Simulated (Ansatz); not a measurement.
Input file of a DFT run on Li with Ansatz:

```yaml
crystal:
  lattice:
    - [3.0527829536, 0.0, 0.0]
    - [-1.5263914768, 2.64378759, 0.0]
    - [0.0, 0.0, 5.0029330079]
  atoms:
    - { symbol: Li, position: [0.3333333333, 0.6666666667, 0.75] }
    - { symbol: Li, position: [0.6666666667, 0.3333333333, 0.25] }
basis:
  ecutwfc: 420
  ecutrho_ratio: 4
kpoints:
  mp_grid: { grid: [16, 16, 8] }
  band_path:
    path:
      - [[0.0, 0.0, 0.0], [0.5, 0.0, 0.0], [0.33333333, 0.33333333, 0.0], [0.0, 0.0, 0.0], [0.0, 0.0, 0.5], [0.5, 0.0, 0.5], [0.33333333, 0.33333333, 0.5], [0.0, 0.0, 0.5]]
      - [[0.5, 0.0, 0.5], [0.5, 0.0, 0.0]]
      - [[0.33333333, 0.33333333, 0.5], [0.33333333, 0.33333333, 0.0]]
    npoints: 14
hamiltonian:
  xc: pbe
scf:
  occupations: { method: gaussian, width: 0.05 }
output:
  forces: true
  stress: true
  eigenvalues: true
  populations: true
  dos: { projected: true, de: 0.02, nscf_kmesh: { grid: [24, 24, 12] } }
  bader: true
```

At room temperature and ambient pressure Li is bcc.

**Question.** Predict the main results.

**Answer.** Pressure 0.0 GPa, gap on the mesh zero (metallic) (PBE, scalar-relativistic).

What the program printed, in part:

```
Pseudopotentials: kind: paw
Pseudopotential: Li, paw, valence charge 3, recommended cutoff 420 eV (normal), Li.paw.azcp
Crystal: 2 atoms, lattice volume = 40.378 Å³
Basis set: ecut = 420 eV, 785 PW (Γ), exchange–correlation on 48×48×72 points (8 copies of the dense FFT grid, shifted against one another)
Bands: 7, of which v1, the nominal top of the filled ones, is band 3 counted from 1 (2 counted from 0)
Symmetry: 24 space group operations
Space group: P63/mmc (ITA 194), of the structure as read, at distance tolerance 3.4e-5 Å
k-points: 150 of 2048
Initial density: superposition of atomic densities (neutral atoms: chi_scale 0, normalization atom), corrected by the library's trained network
Initial wavefunctions: pseudopotential atomic-orbital guess
Functional: x = pbe(κ = 0.804, μ = 0.21951), c = pbe(β = 0.06672)
```

SCF trace (energy estimate counted from the last row):
```
iteration   ΔE (eV)  density residual (eV)
        1  -3.5e-05                8.99e-6
        2   1.0e-06                2.47e-6
        3     0.000                3.45e-9
        4     0.000               2.67e-10
        5     0.000               3.50e-13
        6     0.000               2.63e-14
```

```
SCF 1 converged in 6 iterations: F = -409.378250 eV  dr2 = 2.63e-14
NSCF: frozen V_eff on 129 k-points
NSCF: frozen V_eff on 427 k-points
SCF converged after 6 iterations
Free energy (F): -409.378250 eV
E sigma→0 (E₀):  -409.377863 eV
Entropy (-TS):   -0.000772 eV (-0.386 meV/atom)
Fermi energy:    1.021897 eV
--- Per-component energies (eV) ---
  E_band       = -182.532129
  E_kinetic    = 42.428096
  E_local      = -264.108448  (includes V_loc(G=0)·N_el)
  E_nonlocal   = -66.484560
  E_hartree    = 78.419080
  E_xc         = -20.147473
  E_vxc        = -25.935531  (∫ρ·V_xc dr)
  E_paw        = -42.023794  (= ΣΔE_a)
  E_vpaw       = -25.269862  (= ΣTr[D̂ρ^β])
  E_aug_tail   = 0.000016  (compensation charges beyond the density's cutoff)
  E_ewald      = -137.460394
  E_smearing   = -0.000772  (= −TS)
--- Forces (eV/Å), atoms counted from 1 ---
  atom   1  Li     0.00000000     0.00000000     0.00000000
  atom   2  Li     0.00000000     0.00000000     0.00000000
--- Stress (GPa, compression-positive) ---
        0.024994       0.000000       0.000000
        0.000000       0.024994       0.000000
        0.000000       0.000000       0.014273
  P = ⅓ Tr σ = 0.0214 GPa (0.214 kbar)
--- Löwdin populations: 2 sites ---
  site symbol       q [e]
     0     Li      2.9131
     1     Li      2.9131
--- Bader charges: 2 sites ---
  site symbol  charge [e]  shift [e] shared [e]
     0     Li      0.7911     0.0005     0.0000
     1     Li      0.7911     0.0005     0.0000
  maxima off the nuclei: 6, with 1.5822 electrons
  on the straight line to a nucleus their density falls by 3.7e-2 to 5.0e-2 of itself; PAW files or a low cutoff
  can make one that falls by little (a run on other files and one at a higher cutoff tell): if they did, read the shared
  charge, to which what the maxima have on the atom's side is counted
  estimated error of the sums over rays = 6.8e-4 e
```

It took about 80 core-seconds on a shared host.
